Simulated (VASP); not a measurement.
# Li (Im-3m) in VASP: density of states with PBE

Aim: the density of states of Li with PBE.

Program: VASP 6.6.1. These are calculated values, not measurements. Logs are shortened: lines on timing, memory, paths and dates and some standing lists are left out, and cuts for length are marked.

### Step 1. Starting point

It takes space group Im-3m (No. 229, cubic). The conventional cell has a = 3.434 Å, b = 3.434 Å, c = 3.434 Å, α = 90.00°, β = 90.00°, γ = 90.00°. Li (site symmetry m-3m) has 8 Li at 2.97 Å as nearest neighbours.

### Step 2. Density of states, PBE

The input, POSCAR:

```
Li
1.0
   -1.7170491696      1.7170491696      1.7170491696
    1.7170491696     -1.7170491696      1.7170491696
    1.7170491696      1.7170491696     -1.7170491696
Li
1
Direct
    0.0000000000      0.0000000000      0.0000000000
```

The input, INCAR.step1:

```
PREC = Accurate ; ENCUT = 520
EDIFF = 1E-6 ; ISMEAR = 0
SIGMA = 0.1 ; LREAL = False
LASPH = True ; NELM = 100
ALGO = Fast ; ISIF = 2
LWAVE = False ; LCHARG = True
GGA = PE ; NBANDS = 8
```

The input, KPOINTS.step1:

```
regular mesh
0
Gamma
  18 18 18
```

The input, INCAR.step2:

```
PREC = Accurate ; ENCUT = 520
EDIFF = 1E-6 ; ISMEAR = -5
SIGMA = 0.1 ; LREAL = False
LASPH = True ; NELM = 100
ALGO = Fast ; ISIF = 2
LWAVE = False ; LCHARG = False
GGA = PE ; LORBIT = 11
NBANDS = 8 ; NEDOS = 2001
ICHARG = 11
```

The input, KPOINTS.step2:

```
regular mesh
0
Gamma
  27 27 27
```

Potentials or basis: VASP PAW PBE potentials, release 64 (Li_sv).

On the command line:

```sh
$ cat potpaw_PBE.64/Li_sv/POTCAR > POTCAR
$ cp INCAR.step1 INCAR
$ cp KPOINTS.step1 KPOINTS
$ mpirun -np 1 vasp_std > vasp.out
$ cp INCAR.step2 INCAR
$ cp KPOINTS.step2 KPOINTS
$ mpirun -np 1 vasp_std > vasp.out
```

OUTCAR:

```text
PREC = Accurate
   ENCUT = 520
   EDIFF = 1E-6
   ISMEAR = -5
   LREAL = False
   LASPH = True
   NELM = 100
   ISIF = 2
   GGA = PE
   LORBIT = 11
   ICHARG = 11

 ion  position               nearest neighbor table
   1  0.000  0.000  0.000-

  LATTYP: Found a body centered cubic cell.
 ALAT       =     3.4340983392

  Lattice vectors:

 A1 = (  -1.7170491696,   1.7170491696,   1.7170491696)
 A2 = (   1.7170491696,  -1.7170491696,   1.7170491696)
 A3 = (   1.7170491696,   1.7170491696,  -1.7170491696)

Analysis of symmetry for initial positions (statically):
=====================================================================
 Subroutine PRICEL returns:
 Original cell was already a primitive cell.

 Routine SETGRP: Setting up the symmetry group for a
 body centered cubic supercell.

 Subroutine GETGRP returns: Found 48 space group operations
 (whereof 48 operations were pure point group operations)
 out of a pool of 48 trial point group operations.

The static configuration has the point symmetry O_h .

Analysis of symmetry for dynamics (positions and initial velocities):
=====================================================================
 Subroutine PRICEL returns:
 Original cell was already a primitive cell.

 Routine SETGRP: Setting up the symmetry group for a
 body centered cubic supercell.

 Subroutine GETGRP returns: Found 48 space group operations
 (whereof 48 operations were pure point group operations)
 out of a pool of 48 trial point group operations.

The dynamic configuration has the point symmetry O_h .

 Subroutine INISYM returns: Found 48 space group operations
 (whereof 48 operations are pure point group operations),
 and found     1 'primitive' translations

----------------------------------------------------------------------------------------

                                     Primitive cell

  volume of cell :      20.2492

  direct lattice vectors                    reciprocal lattice vectors
    -1.717049170  1.717049170  1.717049170     0.000000000  0.291197252  0.291197252
     1.717049170 -1.717049170  1.717049170     0.291197252  0.000000000  0.291197252
     1.717049170  1.717049170 -1.717049170     0.291197252  0.291197252  0.000000000

  length of vectors
     2.974016401  2.974016401  2.974016401     0.411815103  0.411815103  0.411815103

  position of ions in fractional coordinates (direct lattice)
     0.000000000  0.000000000  0.000000000

  ion indices of the primitive-cell ions
   primitive index   ion index
                 1           1

----------------------------------------------------------------------------------------

 KPOINTS: regular mesh

Automatic generation of k-mesh.
 Grid dimensions read from file:
 generate k-points for:   27   27   27

 Generating k-lattice:

  Cartesian coordinates                     Fractional coordinates (reciprocal lattice)
     0.000000000  0.010785083  0.010785083     0.037037037  0.000000000  0.000000000
     0.010785083  0.000000000  0.010785083     0.000000000  0.037037037  0.000000000
     0.010785083  0.010785083  0.000000000     0.000000000  0.000000000  0.037037037

  Length of vectors
     0.015252411  0.015252411  0.015252411

  Shift w.r.t. Gamma in fractional coordinates (k-lattice)
     0.000000000  0.000000000  0.000000000

 TETIRR: Found  23679 inequivalent tetrahedra from   118098

 Subroutine IBZKPT returns following result:
 ===========================================

 Found    560 irreducible k-points:

 Following reciprocal coordinates:
            Coordinates               Weight
  0.000000  0.000000  0.000000      1.000000
  0.037037  0.000000  0.000000     12.000000
  0.074074  0.000000  0.000000     12.000000
  0.111111  0.000000  0.000000     12.000000
  0.148148  0.000000  0.000000     12.000000
  0.185185  0.000000  0.000000     12.000000
[... 16 lines left out ...]
  0.333333  0.037037 -0.000000     48.000000
  0.370370  0.037037  0.000000     48.000000
 [... further k-points ...]
   k-points           NKPTS =    560   k-points in BZ     NKDIM =    560   number of bands    NBANDS=      8
   number of dos      NEDOS =   2001   number of ions     NIONS =      1
   total plane-waves  NPLWV =  13824
   dimension x,y,z NGX =    24 NGY =   24 NGZ =   24
   dimension x,y,z NGXF=    48 NGYF=   48 NGZF=   48
   ions per type =               1
   NGX,Y,Z   is equivalent  to a cutoff of  13.42, 13.42, 13.42 a.u.
   NGXF,Y,Z  is equivalent  to a cutoff of  26.83, 26.83, 26.83 a.u.
 SYSTEM =  unknown system
   PREC   = accura    normal or accurate (medium, high low for compatibility)
   ISTART =      0    job   : 0-new  1-cont  2-samecut
   ICHARG =     11    charge: 1-file 2-atom 10-const
   ISPIN  =      1    spin polarized calculation?
   LNONCOLLINEAR =      F non collinear calculations
   LSORBIT =      F    spin-orbit coupling
   LASPH  =      T    aspherical Exc in radial PAW
   ENCUT  =  520.0 eV  38.22 Ry    6.18 a.u.   5.53  5.53  5.53*2*pi/ulx,y,z
   NELM   =    100;   NELMIN=  2; NELMDL=  0     # of ELM steps
   EDIFF  = 0.1E-05   stopping-criterion for ELM
   LREAL  =      F    real-space projection
   EDIFFG = 0.1E-04   stopping-criterion for IOM
   NSW    =      0    number of steps for IOM
   IBRION =     -1    ionic relax: 0-MD 1-quasi-New 2-CG
   NFREE  =      0    steps in history (QN), initial steepest desc. (CG)
   ISIF   =      2    stress and relaxation
   ISYM   =      2    0-nonsym 1-usesym 2-fastsym
   POTIM  = 0.5000    time-step for ionic-motion
   TEBEG  =    0.0;   TEEND  =   0.0 temperature during run
   PSTRESS=    0.0 pullay stress
   NELECT =       3.0000    total number of electrons
   NUPDOWN=      -1.0000    fix difference up-down
   EMIN   =  10.00;   EMAX   =-10.00  energy-range for DOS
   EFERMI =   0.00;   METHOD = LEGACY
   ISMEAR =    -5;   SIGMA  =   0.10  broadening in eV -4-tet -1-fermi 0-gaus
   EFERMI_NEDOS =   21; number of points for ismear=-14 and -15
   IALGO  =     68    algorithm
   IMIX   =      4    mixing-type and parameters
     AMIX     =   0.40;   BMIX     =  1.00
     AMIX_MAG =   1.60;   BMIX_MAG =  1.00
  volume/ion in A,a.u.               =      20.25       136.65
  Fermi-wavevector in a.u.,A,eV,Ry     =   0.866255  1.636985 10.209786  0.750398
  Thomas-Fermi vector in A             =   1.984618
   LORBIT       =     11    0 simple, 1 ext, 2 COOP (PROOUT), +10 PAW based schemes
   GGA     = PE    functional components
   LHFCALC =     F    Hartree Fock is set to
   AEXX    =    0.0000 exact exchange contribution
   IVDW    =     0    specifies the selected vdW correction
   LEPSILON=     F    determine dielectric tensor
   LRPA    =     F    only Hartree local field effects (RPA)
 non-spin polarized calculation
 RMM-DIIS sequential band-by-band and
 Fermi weights with tetrahedron method with Bloechl corrections
  energy-cutoff  :      520.00
  volume of cell :       20.25
 maximum number of plane-waves:       564

 number of electron       3.0000000 magnetization

 Free energy of the ion-electron system (eV)
  ---------------------------------------------------
  ext. energy  EPLUGINS =         0.00000000
  ---------------------------------------------------
  free energy    TOTEN  =        -1.90457998 eV

  energy without entropy =       -1.90457998  energy(sigma->0) =       -1.90457998

 E-fermi :   0.6499     XC(G=0):  -7.0467

 val. band max:        0.6418127571   @ k =   0.2963   0.1481   0.0741
 cond. band min:       0.6502403481   @ k =  -0.3704   0.4815   0.0370
 fundamental gap:      0.0084275910
 Fermi energy:         0.6499384977

 k-point     1 :       0.0000    0.0000    0.0000
  band No.  band energies     occupation
      1     -45.8999      2.00000
      2      -2.9337      2.00000
      3      15.2437      0.00000
      4      15.2437      0.00000
      5      15.2438      0.00000
      6      20.0173      0.00000
      7      20.0173      0.00000
      8      20.0174      0.00000

 k-point     2 :       0.0370    0.0000    0.0000
  band No.  band energies     occupation
      1     -45.8997      2.00000
      2      -2.9077      2.00000
      3      15.0695      0.00000
      4      15.1011      0.00000
      5      15.1978      0.00000
      6      19.4871      0.00000
      7      19.5558      0.00000
      8      20.2280      0.00000

 k-point     3 :       0.0741    0.0000    0.0000
  band No.  band energies     occupation
      1     -45.8989      2.00000
      2      -2.8297      2.00000
      3      14.5342      0.00000
      4      14.7344      0.00000
      5      15.0619      0.00000
      6      18.5989      0.00000
      7      18.8095      0.00000
      8      20.1432      0.00000

 k-point     4 :       0.1111    0.0000    0.0000
  band No.  band energies     occupation
      1     -45.8977      2.00000
      2      -2.6998      2.00000
      3      13.6640      0.00000
      4      14.2537      0.00000
      5      14.8443      0.00000
      6      17.9866      0.00000
      7      18.0748      0.00000
      8      19.9029      0.00000

 k-point     5 :       0.1481    0.0000    0.0000
  band No.  band energies     occupation
      1     -45.8960      2.00000
      2      -2.5180      2.00000
      3      12.5768      0.00000
      4      13.7385      0.00000
      5      14.5630      0.00000
      6      17.3930      0.00000
      7      17.6320      0.00000
      8      19.8262      0.00000

 k-point     6 :       0.1852    0.0000    0.0000
  band No.  band energies     occupation
      1     -45.8941      2.00000
      2      -2.2840      2.00000
      3      11.3985      0.00000
      4      13.2330      0.00000
      5      14.2430      0.00000
      6      16.7739      0.00000
      7      17.4440      0.00000
      8      19.8969      0.00000

 k-point     7 :       0.2222    0.0000    0.0000
  band No.  band energies     occupation
      1     -45.8919      2.00000
      2      -1.9985      2.00000
      3      10.2067      0.00000
      4      12.7607      0.00000
      5      13.9104      0.00000
      6      16.2212      0.00000
      7      17.3614      0.00000
      8      20.0942      0.00000
[... 133 lines left out ...]
 k-point    20 :       0.2222    0.0370    0.0000
  band No.  band energies     occupation
      1     -45.8906      2.00000
      2      -1.8168      2.00000
      3       9.6276      0.00000
      4      12.4106      0.00000
      5      13.4952      0.00000
      6      16.2946      0.00000
      7      17.3578      0.00000
      8      20.2444      0.00000

 k-point    21 :       0.2593    0.0370   -0.0000
  band No.  band energies     occupation
      1     -45.8884      2.00000
      2      -1.4557      2.00000
      3       8.4870      0.00000
      4      12.0162      0.00000
      5      13.1603      0.00000
      6      15.8816      0.00000
      7      17.3829      0.00000
      8      20.5884      0.00000

 k-point    22 :       0.2963    0.0370    0.0000
  band No.  band energies     occupation
      1     -45.8862      2.00000
      2      -1.0477      2.00000
      3       7.4057      0.00000
      4      11.6768      0.00000
      5      12.8622      0.00000
      6      15.5270      0.00000
      7      17.4500      0.00000
      8      21.0129      0.00000

 k-point    23 :       0.3333    0.0370   -0.0000
  band No.  band energies     occupation
      1     -45.8842      2.00000
      2      -0.5993      2.00000
      3       6.3986      0.00000
      4      11.3957      0.00000
      5      12.6098      0.00000
      6      15.2338      0.00000
      7      17.5421      0.00000
      8      21.5019      0.00000

 k-point    24 :       0.3704    0.0370    0.0000
  band No.  band energies     occupation
      1     -45.8826      2.00000
      2      -0.1244      2.00000
      3       5.4850      0.00000
      4      11.1752      0.00000
      5      12.4088      0.00000
      6      15.0042      0.00000
      7      17.6421      0.00000
      8      22.0345      0.00000

 [... further k-points ...]

------------------------ aborting loop because EDIFF is reached ----------------------------------------

  FORCE on cell =-STRESS in cart. coord.  units (eV):
  Direction    XX          YY          ZZ          XY          YZ          ZX
  --------------------------------------------------------------------------------------
  -------------------------------------------------------------------------------------
  Total       -0.0078635     -0.0078635     -0.0078635      0.0000000      0.0000000     -0.0000000
  in kB       -0.6221816     -0.6221816     -0.6221816      0.0000000      0.0000000     -0.0000000
  external PRESSURE =      -0.6221816 kB  Pullay stress =       0.0000000 kB

 VOLUME and BASIS-vectors are now :
 -----------------------------------------------------------------------------
  energy-cutoff  :      520.00
  volume of cell :       20.25
      direct lattice vectors                 reciprocal lattice vectors
    -1.717049170  1.717049170  1.717049170     0.000000000  0.291197252  0.291197252
     1.717049170 -1.717049170  1.717049170     0.291197252  0.000000000  0.291197252
     1.717049170  1.717049170 -1.717049170     0.291197252  0.291197252  0.000000000

 POSITION                                       TOTAL-FORCE (eV/Angst)
 -----------------------------------------------------------------------------------
      0.00000      0.00000      0.00000        -0.000000      0.000000     -0.000000
 -----------------------------------------------------------------------------------
    total drift:                                0.000000      0.000000      0.000000

  FREE ENERGIE OF THE ION-ELECTRON SYSTEM (eV)
  ---------------------------------------------------
  free  energy   TOTEN  =        -1.9045799774 eV

  energy  without entropy=       -1.9045799774  energy(sigma->0) =       -1.90457998

 total charge

# of ion       s       p       d       tot
------------------------------------------
    1        2.033   0.041   0.000   2.074
```

It took 26 s on 1 thread of Intel Xeon 6975P-C (Granite Rapids), shared host; peak memory 0.21 GiB.

Results:

| Quantity | Value |
| --- | --- |
| Valence electrons inside the program's atomic spheres | Li 2.07 |

Levels at points of the mesh, in eV from the Fermi level:
| k point | band 1 | band 2 | band 3 | band 4 | band 5 | band 6 |
| --- | --- | --- | --- | --- | --- | --- |
| (0.00, 0.00, 0.00) | -46.55 | -3.58 | 14.59 | 14.59 | 14.59 | 19.37 |

States per cell in windows of 1 eV (zero at the Fermi level; states under -8 eV left out):
| from (eV) | total | Li1_p | Li1_s | Li1_d |
| --- | --- | --- | --- | --- |
| -8.0 | 0.00 | 0.00 | 0.00 | 0.00 |
| -7.0 | 0.00 | 0.00 | 0.00 | 0.00 |
| -6.0 | 0.00 | 0.00 | 0.00 | 0.00 |
| -5.0 | 0.00 | 0.00 | 0.00 | 0.00 |
| -4.0 | 0.06 | 0.00 | 0.01 | 0.00 |
| -3.0 | 0.22 | 0.00 | 0.02 | 0.00 |
| -2.0 | 0.31 | 0.01 | 0.02 | 0.00 |
| -1.0 | 0.40 | 0.02 | 0.02 | 0.00 |
| 0.0 | 0.54 | 0.05 | 0.01 | 0.00 |
| 1.0 | 0.32 | 0.03 | 0.00 | 0.00 |
| 2.0 | 0.14 | 0.02 | 0.00 | 0.00 |
| 3.0 | 0.57 | 0.05 | 0.02 | 0.00 |
| 4.0 | 0.48 | 0.05 | 0.01 | 0.00 |
| 5.0 | 0.42 | 0.06 | 0.01 | 0.00 |
| 6.0 | 0.63 | 0.09 | 0.03 | 0.00 |
| 7.0 | 0.54 | 0.09 | 0.02 | 0.00 |

Caveat: the cutoff is under 1.25 times the usual one of these potentials, so pressure, stress and relaxed cells hold a basis-set (Pulay) error; tetrahedron occupations give inexact forces and stress in metals.
